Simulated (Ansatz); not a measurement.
The system is AgBr.

```
Ag Br
1.0
     0.00000    2.87015    2.87015
     2.87015    0.00000    2.87015
     2.87015    2.87015    0.00000
Ag Br
1 1
Direct
  0.00000 0.00000 0.00000
  0.50000 0.50000 0.50000
```

Program: Ansatz 0.2.0. Alike in all runs: cell as given.

Question: Order these runs on this cell by their band gap on the k mesh, lowest first.
A. level PBEsol+D3(BJ)+ATM; potentials or basis Ansatz PAW; spin SOC, no magnetisation; k mesh 8 × 8 × 8; cutoff (eV) 420; smearing fermi-dirac 0.05 eV; driver chain; mesh quality not flagged
B. level B3LYP+D4; potentials or basis as the typed override names; spin non-collinear, program default start, SOC; k mesh 5 × 5 × 5; cutoff (eV) 420; smearing fermi-dirac 0.1 eV; driver chain; other keys hamiltonian.pseudopotentials = kind paw_fr; …; mesh quality not flagged
C. level revPBE0+D3(BJ); potentials or basis Ansatz PAW; spin off; k mesh 4 × 4 × 4; cutoff (eV) 420; smearing gaussian 0.025 eV; driver calculator; mesh quality coarse
D. level r2SCAN; potentials or basis PseudoDojo PBEsol; spin collinear, program default start; k mesh 8 × 8 × 8; cutoff (eV) 1116; smearing cold 0.05 eV; driver chain; broadening 0.05 eV; mesh quality not flagged

Answer: A (0.42 eV), D (1.14 eV), B (2.35 eV), C (2.83 eV).

Caveats: some runs use coarse meshes; the meta-GGA runs on potentials made for a GGA (some runs); the magnetic or orbital state may not be the lowest (some runs); odd divisions of the mesh miss points on the zone boundary, where band edges often lie, so the gap on the mesh can be too wide (some runs).

A k mesh can miss the band edges, odd and even meshes differently.
